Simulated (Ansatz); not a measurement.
# Tin, alpha-Sn (diamond) under BLYP: structure, energy and stiffness, part 2 of 2

What does BLYP give for tin in the alpha-Sn (diamond) structure? We relax it, solve it on a dense k-mesh, switch on spin-orbit coupling, then scale the cell to 7 volumes from 88 to 112 % of the relaxed one and try a fit of the equation of state. The k-meshes are 9×9×9 for the relaxation; 13×13×13 for the dense run; 8×8×8 for spin-orbit coupling; 13×13×13 for the volumes. It starts from a deposited cell (COD).

Ansatz 0.2.0; DFT, BLYP, plane waves (420 eV) with PAW, scalar-relativistic.

**6. Volume × 0.92**

input.yaml reads:

```yaml
crystal:
  lattice:
    - [0.0, 3.3138319797, 3.3138319797]
    - [3.3138319797, 0.0, 3.3138319797]
    - [3.3138319797, 3.3138319797, 0.0]
  atoms:
    - { symbol: Sn, position: [0.5, 0.5, 0.5] }
    - { symbol: Sn, position: [0.75, 0.75, 0.75] }
hamiltonian:
  xc: blyp
  pseudopotentials:
    kind: paw
    azcp:
      Sn: "pseudopotentials/Sn.paw.azcp"
basis:
  ecutwfc: 420
  fft_grid_basis: typed
kpoints:
  mp_grid: { grid: [13, 13, 13], shift: [0, 0, 0] }
magnetization:
  spin_polarized: false
scf:
  occupations: { method: fermi_dirac, width: 0.1 }
output:
  stress: true
```

The log of the run (excerpt; [...] marks lines left out):

```text
Warning: RAYON_NUM_THREADS=4 ignored (pool sized by the plan → 4); use --threads N
[...]
Pseudopotentials: kind: paw
Pseudopotential: Sn, paw, valence charge 14, recommended cutoff 420 eV (normal), <dir>
Functional definition: BLYP
[...]
Crystal: 2 atoms, lattice volume = 72.782 Å³
Basis set: ecut = 420 eV, 1411 PW (Γ), exchange–correlation on 64×64×64 points (8 copies of the dense FFT grid, shifted against one another)
Bands: 18, of which v1, the nominal top of the filled ones, is band 14 counted from 1 (13 counted from 0)
Symmetry: 48 space group operations
Space group: Fd-3m (ITA 227), of the structure as read, at distance tolerance 4.2e-5 Å
k-points: 84 of 2197
[...]
SCF iter   1: F=—  HF=-12081.277193 eV  |F-HF|=—  |Δ(HF+E_count)|=         —  Δρ=4.19e-3  dr2=7.02e-3  ethr=1.77e-3  ⟨swp⟩=5.9  Hψ=7904  notcnv=0
[...]
SCF iter   8: F=-12081.274375 eV  HF=-12081.274375 eV  |F-HF|=6.48e-10  |Δ(HF+E_count)|=   1.41e-7  Δρ=1.85e-6  dr2=1.43e-9  ethr=3.57e-10  ⟨swp⟩=5.0  Hψ=5630  notcnv=0
[...]
SCF converged after 8 iterations
Free energy (F): -12081.274375 eV
[...]
E sigma→0 (E₀):  -12081.271206 eV
Entropy (-TS):   -0.006338 eV (-3.169 meV/atom)
Fermi energy:    7.468075 eV
[...]
--- Stress (GPa, compression-positive) ---
        2.858166       0.000000      -0.000000
       -0.000000       2.858166      -0.000000
       -0.000000      -0.000000       2.858166
  P = ⅓ Tr σ = 2.8582 GPa (28.582 kbar)
```

It took 1.5 s on 4 threads of an x86-64 CPU, shared host; peak memory 0.47 GiB.

**7. Volume × 0.96**

input.yaml: that of step 6 with these lines changed.

```diff
@@ -2,5 +2,5 @@
   lattice:
-    - [0.0, 3.3138319797, 3.3138319797]
-    - [3.3138319797, 0.0, 3.3138319797]
-    - [3.3138319797, 3.3138319797, 0.0]
+    - [0.0, 3.3611788334, 3.3611788334]
+    - [3.3611788334, 0.0, 3.3611788334]
+    - [3.3611788334, 3.3611788334, 0.0]
   atoms:
```

The log of the run (excerpt; [...] marks lines left out):

```text
Warning: RAYON_NUM_THREADS=4 ignored (pool sized by the plan → 4); use --threads N
[...]
Pseudopotentials: kind: paw
Pseudopotential: Sn, paw, valence charge 14, recommended cutoff 420 eV (normal), <dir>
Functional definition: BLYP
[...]
Crystal: 2 atoms, lattice volume = 75.946 Å³
Basis set: ecut = 420 eV, 1459 PW (Γ), exchange–correlation on 64×64×64 points (8 copies of the dense FFT grid, shifted against one another)
Bands: 18, of which v1, the nominal top of the filled ones, is band 14 counted from 1 (13 counted from 0)
Symmetry: 48 space group operations
Space group: Fd-3m (ITA 227), of the structure as read, at distance tolerance 4.2e-5 Å
k-points: 84 of 2197
[...]
SCF iter   1: F=—  HF=-12081.317163 eV  |F-HF|=—  |Δ(HF+E_count)|=         —  Δρ=4.02e-3  dr2=6.52e-3  ethr=1.77e-3  ⟨swp⟩=5.9  Hψ=7782  notcnv=0
[...]
SCF iter   8: F=-12081.314318 eV  HF=-12081.314318 eV  |F-HF|=1.98e-9  |Δ(HF+E_count)|=   1.99e-7  Δρ=2.88e-6  dr2=3.71e-9  ethr=3.57e-10  ⟨swp⟩=5.0  Hψ=5703  notcnv=0
[...]
SCF converged after 8 iterations
Free energy (F): -12081.314318 eV
[...]
E sigma→0 (E₀):  -12081.310551 eV
Entropy (-TS):   -0.007533 eV (-3.767 meV/atom)
Fermi energy:    6.950970 eV
[...]
--- Stress (GPa, compression-positive) ---
        1.249891      -0.000000       0.000000
       -0.000000       1.249891      -0.000000
        0.000000       0.000000       1.249891
  P = ⅓ Tr σ = 1.2499 GPa (12.499 kbar)
```

It took 1.6 s on 4 threads of an x86-64 CPU, shared host; peak memory 0.47 GiB.

**8. Volume × 1.0**

input.yaml: that of step 7 with these lines changed.

```diff
@@ -2,5 +2,5 @@
   lattice:
-    - [0.0, 3.3611788334, 3.3611788334]
-    - [3.3611788334, 0.0, 3.3611788334]
-    - [3.3611788334, 3.3611788334, 0.0]
+    - [0.0, 3.4072281013, 3.4072281013]
+    - [3.4072281013, 0.0, 3.4072281013]
+    - [3.4072281013, 3.4072281013, 0.0]
   atoms:
```

The log of the run (excerpt; [...] marks lines left out):

```text
Warning: RAYON_NUM_THREADS=4 ignored (pool sized by the plan → 4); use --threads N
[...]
Pseudopotentials: kind: paw
Pseudopotential: Sn, paw, valence charge 14, recommended cutoff 420 eV (normal), <dir>
Functional definition: BLYP
[...]
Crystal: 2 atoms, lattice volume = 79.110 Å³
Basis set: ecut = 420 eV, 1471 PW (Γ), exchange–correlation on 72×72×72 points (8 copies of the dense FFT grid, shifted against one another)
Bands: 18, of which v1, the nominal top of the filled ones, is band 14 counted from 1 (13 counted from 0)
Symmetry: 48 space group operations
Space group: Fd-3m (ITA 227), of the structure as read, at distance tolerance 4.3e-5 Å
k-points: 84 of 2197
[...]
SCF iter   1: F=—  HF=-12081.328871 eV  |F-HF|=—  |Δ(HF+E_count)|=         —  Δρ=3.90e-3  dr2=6.32e-3  ethr=1.77e-3  ⟨swp⟩=6.0  Hψ=7786  notcnv=0
[...]
SCF iter   8: F=-12081.325981 eV  HF=-12081.325981 eV  |F-HF|=6.28e-10  |Δ(HF+E_count)|=   3.09e-7  Δρ=1.62e-6  dr2=1.38e-9  ethr=3.57e-10  ⟨swp⟩=3.6  Hψ=6108  notcnv=0
[...]
SCF converged after 8 iterations
Free energy (F): -12081.325981 eV
[...]
E sigma→0 (E₀):  -12081.321535 eV
Entropy (-TS):   -0.008892 eV (-4.446 meV/atom)
Fermi energy:    6.479742 eV
[...]
--- Stress (GPa, compression-positive) ---
       -0.019000      -0.000000       0.000000
       -0.000000      -0.019000      -0.000000
       -0.000000       0.000000      -0.019000
  P = ⅓ Tr σ = -0.0190 GPa (-0.190 kbar)
```

Run time: 1.6 s. Hardware: 4 threads of an x86-64 CPU, shared host; peak memory 0.48 GiB.

**9. Volume × 1.04**

input.yaml: that of step 8 with these lines changed.

```diff
@@ -2,5 +2,5 @@
   lattice:
-    - [0.0, 3.4072281013, 3.4072281013]
-    - [3.4072281013, 0.0, 3.4072281013]
-    - [3.4072281013, 3.4072281013, 0.0]
+    - [0.0, 3.4520651918, 3.4520651918]
+    - [3.4520651918, 0.0, 3.4520651918]
+    - [3.4520651918, 3.4520651918, 0.0]
   atoms:
```

The log of the run (excerpt; [...] marks lines left out):

```text
Warning: RAYON_NUM_THREADS=4 ignored (pool sized by the plan → 4); use --threads N
[...]
Pseudopotentials: kind: paw
Pseudopotential: Sn, paw, valence charge 14, recommended cutoff 420 eV (normal), <dir>
Functional definition: BLYP
[...]
Crystal: 2 atoms, lattice volume = 82.275 Å³
Basis set: ecut = 420 eV, 1639 PW (Γ), exchange–correlation on 72×72×72 points (8 copies of the dense FFT grid, shifted against one another)
Bands: 18, of which v1, the nominal top of the filled ones, is band 14 counted from 1 (13 counted from 0)
Symmetry: 48 space group operations
Space group: Fd-3m (ITA 227), of the structure as read, at distance tolerance 4.3e-5 Å
k-points: 84 of 2197
[...]
SCF iter   1: F=—  HF=-12081.318369 eV  |F-HF|=—  |Δ(HF+E_count)|=         —  Δρ=3.80e-3  dr2=6.29e-3  ethr=1.77e-3  ⟨swp⟩=6.0  Hψ=7810  notcnv=0
[...]
SCF iter   8: F=-12081.315326 eV  HF=-12081.315326 eV  |F-HF|=6.08e-10  |Δ(HF+E_count)|=   3.42e-7  Δρ=1.91e-6  dr2=1.76e-9  ethr=3.57e-10  ⟨swp⟩=3.6  Hψ=6134  notcnv=0
[...]
SCF converged after 8 iterations
Free energy (F): -12081.315326 eV
[...]
E sigma→0 (E₀):  -12081.310110 eV
Entropy (-TS):   -0.010432 eV (-5.216 meV/atom)
Fermi energy:    6.048201 eV
[...]
--- Stress (GPa, compression-positive) ---
       -1.020901      -0.000000      -0.000000
       -0.000000      -1.020901      -0.000000
        0.000000       0.000000      -1.020901
  P = ⅓ Tr σ = -1.0209 GPa (-10.209 kbar)
```

It took 2.1 s on 4 threads of an x86-64 CPU, shared host; peak memory 0.48 GiB.

**10. Volume × 1.08**

input.yaml: that of step 9 with these lines changed.

```diff
@@ -2,5 +2,5 @@
   lattice:
-    - [0.0, 3.4520651918, 3.4520651918]
-    - [3.4520651918, 0.0, 3.4520651918]
-    - [3.4520651918, 3.4520651918, 0.0]
+    - [0.0, 3.4957668589, 3.4957668589]
+    - [3.4957668589, 0.0, 3.4957668589]
+    - [3.4957668589, 3.4957668589, 0.0]
   atoms:
```

The log of the run (excerpt; [...] marks lines left out):

```text
Warning: RAYON_NUM_THREADS=4 ignored (pool sized by the plan → 4); use --threads N
[...]
Pseudopotentials: kind: paw
Pseudopotential: Sn, paw, valence charge 14, recommended cutoff 420 eV (normal), <dir>
Functional definition: BLYP
[...]
Crystal: 2 atoms, lattice volume = 85.439 Å³
Basis set: ecut = 420 eV, 1687 PW (Γ), exchange–correlation on 72×72×72 points (8 copies of the dense FFT grid, shifted against one another)
Bands: 18, of which v1, the nominal top of the filled ones, is band 14 counted from 1 (13 counted from 0)
Symmetry: 48 space group operations
Space group: Fd-3m (ITA 227), of the structure as read, at distance tolerance 4.4e-5 Å
k-points: 84 of 2197
[...]
SCF iter   1: F=—  HF=-12081.290126 eV  |F-HF|=—  |Δ(HF+E_count)|=         —  Δρ=3.76e-3  dr2=6.43e-3  ethr=1.77e-3  ⟨swp⟩=6.0  Hψ=7828  notcnv=0
[...]
SCF iter   7: F=-12081.287046 eV  HF=-12081.287046 eV  |F-HF|=5.71e-10  |Δ(HF+E_count)|=   7.93e-8  Δρ=9.01e-7  dr2=4.39e-10  ethr=3.57e-10  ⟨swp⟩=4.6  Hψ=5456  notcnv=0
[...]
SCF converged after 7 iterations
Free energy (F): -12081.287046 eV
[...]
E sigma→0 (E₀):  -12081.280973 eV
Entropy (-TS):   -0.012145 eV (-6.073 meV/atom)
Fermi energy:    5.651353 eV
[...]
--- Stress (GPa, compression-positive) ---
       -1.811753      -0.000000       0.000000
       -0.000000      -1.811753      -0.000000
       -0.000000       0.000000      -1.811753
  P = ⅓ Tr σ = -1.8118 GPa (-18.118 kbar)
```

It took 1.7 s on 4 threads of an x86-64 CPU, shared host; peak memory 0.49 GiB.

**11. Volume × 1.12**

input.yaml: that of step 10 with these lines changed.

```diff
@@ -2,5 +2,5 @@
   lattice:
-    - [0.0, 3.4957668589, 3.4957668589]
-    - [3.4957668589, 0.0, 3.4957668589]
-    - [3.4957668589, 3.4957668589, 0.0]
+    - [0.0, 3.538402364, 3.538402364]
+    - [3.538402364, 0.0, 3.538402364]
+    - [3.538402364, 3.538402364, 0.0]
   atoms:
```

The log of the run (excerpt; [...] marks lines left out):

```text
Warning: RAYON_NUM_THREADS=4 ignored (pool sized by the plan → 4); use --threads N
[...]
Pseudopotentials: kind: paw
Pseudopotential: Sn, paw, valence charge 14, recommended cutoff 420 eV (normal), <dir>
Functional definition: BLYP
[...]
Crystal: 2 atoms, lattice volume = 88.604 Å³
Basis set: ecut = 420 eV, 1759 PW (Γ), exchange–correlation on 72×72×72 points (8 copies of the dense FFT grid, shifted against one another)
Bands: 18, of which v1, the nominal top of the filled ones, is band 14 counted from 1 (13 counted from 0)
Symmetry: 48 space group operations
Space group: Fd-3m (ITA 227), of the structure as read, at distance tolerance 4.5e-5 Å
k-points: 84 of 2197
[...]
SCF iter   1: F=—  HF=-12081.247919 eV  |F-HF|=—  |Δ(HF+E_count)|=         —  Δρ=3.75e-3  dr2=6.76e-3  ethr=1.77e-3  ⟨swp⟩=6.0  Hψ=7821  notcnv=0
[...]
SCF iter   7: F=-12081.244864 eV  HF=-12081.244864 eV  |F-HF|=2.49e-8  |Δ(HF+E_count)|=   1.13e-6  Δρ=5.60e-6  dr2=1.81e-8  ethr=3.57e-10  ⟨swp⟩=3.8  Hψ=6986  notcnv=0
[...]
SCF converged after 7 iterations
Free energy (F): -12081.244864 eV
[...]
E sigma→0 (E₀):  -12081.237860 eV
Entropy (-TS):   -0.014009 eV (-7.004 meV/atom)
Fermi energy:    5.285151 eV
[...]
--- Stress (GPa, compression-positive) ---
       -2.434862       0.000000       0.000000
        0.000000      -2.434862      -0.000000
       -0.000000       0.000000      -2.434862
  P = ⅓ Tr σ = -2.4349 GPa (-24.349 kbar)
```

Wall time 2 s (4 threads of an x86-64 CPU, shared host); peak memory 0.49 GiB.

**12. Fitting the volumes**

All volumes keep the relaxed shape and fractional coordinates.

```csv
V (Å³/atom),E − E₀ (meV/atom),P from the stress (GPa),P from the fit (GPa)
34.809,62.8,4.90,4.88
36.391,25.2,2.86,2.83
37.973,5.5,1.25,1.22
39.555,0.0,-0.02,-0.06
41.137,5.7,-1.02,-1.06
42.720,20.3,-1.81,-1.86
44.302,41.8,-2.43,-2.48
```

A third-order Birch-Murnaghan fit gives V₀ = 39.478 Å³/atom, B₀ = 28 GPa and B₀′ = 4.9; it misses no point by more than 0.01 meV/atom.

**13. Outcome**

The summary covers parts 1 to 2.

```
                      quantity                         value
space group (spins left aside)               Fd-3m (No. 227)
             conventional cell                   a = 6.814 Å
                        volume                39.555 Å³/atom
             shortest distance                       2.951 Å
   against the measured volume      +15.7 % (34.189 Å³/atom)
               gap on the mesh  none (levels filled in part)
                   V₀, B₀, B₀′   39.478 Å³/atom, 28 GPa, 4.9
```

The relaxed volume lies 15.7 % above the deposited cell. Levels at the Fermi energy are filled in part, as in a metal. Totals with and without spin-orbit coupling (-2.2 eV/atom apart) can't be read as binding, since the two-component data shift the zero of energy. B₀ comes out at 28 GPa.
